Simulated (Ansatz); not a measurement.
A plane-wave DFT run in Ansatz 0.2.0 (scalar-relativistic PAW potentials unless the input names others): input and command.

```yaml
crystal:
  lattice:
    - [3.2662751495, 0.0, 0.0]
    - [-1.6331375747, 2.8286772553, 0.0]
    - [0.0, 0.0, 5.2435210923]
  atoms:
    - { symbol: Zn, position: [0.0, 0.0, 0.75] }
    - { symbol: Zn, position: [0.0, 0.0, 0.25] }
    - { symbol: O, position: [0.3333333333, 0.6666666667, 0.25] }
    - { symbol: O, position: [0.6666666667, 0.3333333333, 0.75] }
basis:
  ecutwfc: "50 eV"
kpoints:
  mp_grid: { grid: [12, 12, 6] }
hamiltonian:
  xc: pbe
  dispersion: d3bj
scf:
  occupations: { method: gaussian, width: 0.05 }
  max_iter: 80
output:
  forces: true
  eigenvalues: true
  stress: true
```

```bash
ansatz run input.yaml --threads 1 --pin off --max-ram 2560MiB --backend cpu --events-out ev --progress --plain --runs-dir out
```

Abridged log:
```
Basis set: ecut = 50 eV, 37 PW (Γ), exchange–correlation on 16×16×30 points (8 copies of the dense FFT grid, shifted against one another)
Bands: 22, of which v1, the nominal top of the filled ones, is band 18 counted from 1 (17 counted from 0)
Symmetry: 24 space group operations
k-points: 76 of 864
SCF iter   1: F=—  HF=-7280.970206 eV  |F-HF|=—  |Δ(HF+E_count)|=         —  Δρ=2.01e0  dr2=1.37e3  ethr=1.77e-3  ⟨swp⟩=1.0  Hψ=2940  notcnv=0
SCF iter   2: F=—  HF=-6495.152195 eV  |F-HF|=—  |Δ(HF+E_count)|=    7.86e2  Δρ=1.89e-1  dr2=2.21e1  ethr=1.77e-3  ⟨swp⟩=6.2  Hψ=11370  notcnv=0  defer=23
SCF iter   3: F=—  HF=-6478.730611 eV  |F-HF|=—  |Δ(HF+E_count)|=    1.64e1  Δρ=3.41e-2  dr2=9.21e-1  ethr=1.77e-3  ⟨swp⟩=4.5  Hψ=4851  notcnv=0  defer=13
SCF iter   4: F=—  HF=-6478.351160 eV  |F-HF|=—  |Δ(HF+E_count)|=   3.79e-1  Δρ=3.75e-3  dr2=5.28e-3  ethr=1.77e-3  ⟨swp⟩=2.4  Hψ=3139  notcnv=0  defer=8
SCF iter   5: F=—  HF=-6478.349565 eV  |F-HF|=—  |Δ(HF+E_count)|=   1.60e-3  Δρ=1.90e-4  dr2=2.38e-5  ethr=1.47e-5  ⟨swp⟩=2.4  Hψ=2653  notcnv=0  defer=8
SCF iter   6: F=—  HF=-6478.458042 eV  |F-HF|=—  |Δ(HF+E_count)|=   1.08e-1  Δρ=3.76e-5  dr2=5.09e-7  ethr=6.61e-8  ⟨swp⟩=2.5  Hψ=3073  notcnv=0  defer=7
SCF iter   7: F=-6478.458042 eV  HF=-6478.458042 eV  |F-HF|=1.16e-9  |Δ(HF+E_count)|=   3.77e-8  Δρ=5.00e-6  dr2=9.14e-9  ethr=2.78e-10  ⟨swp⟩=6.8  Hψ=7301  notcnv=0
Error: refused after 7 iterations: one_centre_occupation = 4.20e0 (threshold 2.00e0); read on the Zn atom at site 1 (counted from 0), in its partial waves of l = 0. The loop had accepted its state. The figure is how many electrons the atom's PAW partial-wave expansion lays in one spin orbital inside its sphere. Of a state that the partial waves describe, at an atom whose sphere does not reach far into another's, it is at most what a level can hold: about one, and more with the corrected tetrahedra; the threshold leaves room over one. Most likely the run has filled a ghost state, a level that t ...
```

Question: What should be changed?

Answer: The fault is a cutoff far too low (basis.ecutwfc: 420 → "50 eV", the first being the value of the sound run). Setting it back cures it. The log, from which this was withheld above, says: «Warning: basis.ecutwfc = 50 eV is below the records' recommended 420 eV, and the density's cutoff is lower with it unless basis.ecutrho_ratio is high enough to keep the records' density cutoff: compare with a run at a higher cutoff» The SCF loop closed, but the program refused the state that it reached. A reference run from the same start on usual settings converged with pressure 4.22 GPa, largest force 0.000 eV/Å, gap on the mesh 0.71 eV.

It took 0.39 s on 1 thread of AMD EPYC 9R45 96-Core Processor (Zen 5), on a shared host, peak memory 0.29 GiB.